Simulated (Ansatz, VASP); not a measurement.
## LiH in VASP and in Ansatz

Contents of INCAR:

```
SYSTEM = LiH
PREC = Accurate ; ENCUT = 520
EDIFF = 1E-7 ; ISMEAR = -1
SIGMA = 0.02 ; LREAL = .False.
LASPH = .True. ; NELM = 80
ALGO = Normal ; ISIF = 2
LWAVE = .False. ; LCHARG = .False.
GGA = PE ; NBANDS = 9
```

Contents of KPOINTS:

```
Automatic mesh
0
Gamma
  10 10 10
  0 0 0
```

POSCAR

```
LiH
1.0
    0.0000000000      2.1451220117      2.1451220117
    2.0406545697      0.0000000000      2.1451220117
    2.0406545697      2.1451220117      0.0000000000
Li H
1 1
Direct
    0.0000000000      0.0000000000      0.0000000000
    0.2500000000      0.2500000000      0.2500000000
```

Input for Ansatz:

```yaml
crystal:
  lattice:
    - [0.0, 2.1451220117, 2.1451220117]
    - [2.0406545697, 0.0, 2.1451220117]
    - [2.0406545697, 2.1451220117, 0.0]
  atoms:
    - { symbol: Li, position: [0.0, 0.0, 0.0] }
    - { symbol: H, position: [0.25, 0.25, 0.25] }
kpoints:
  mp_grid: { grid: [10, 10, 10] }
  band_path:
    path:
      - [0.0, 0.0, 0.0]
      - [-0.5, -0.5, 0.0]
      - [-0.375, -0.375, 0.25]
      - [-0.375, 0.0, 0.375]
      - [0.0, 0.0, 0.5]
      - [-0.5, -0.25, 0.25]
      - [-0.15, -0.075, 0.425]
      - [0.190104, -0.5, -0.309896]
    npoints: 1
hamiltonian:
  xc: pbe
scf:
  occupations: { method: fermi_dirac, width: 0.02 }
  n_extra_bands: 4
output:
  forces: true
  stress: true
  eigenvalues: true
```

Change from the starting cell: uniaxial_x strain -4.9%.

Alike in both runs: task single point; functional PBE; k mesh 10 × 10 × 10; occupations fermi-dirac, width 0.02 eV; no spin polarisation.

```csv
,VASP,Ansatz
version,VASP 6.6.1,Ansatz 0.2.0
potentials or method,"VASP PAW PBE potentials, release 64 (Li_sv, H)","plane waves, PAW"
plane-wave cutoff (eV),520,420
valence electrons in the cell,4,4
```

Ansatz gave:

```
gap on the k mesh at the Fermi level (eV) : 4.18
```

What did VASP give for the same quantities?

gap on the k mesh at the Fermi level (eV): 4.19.

The functional is the same, so the differences come from potentials, cutoffs and numerics.

 A k mesh can miss the band edges.
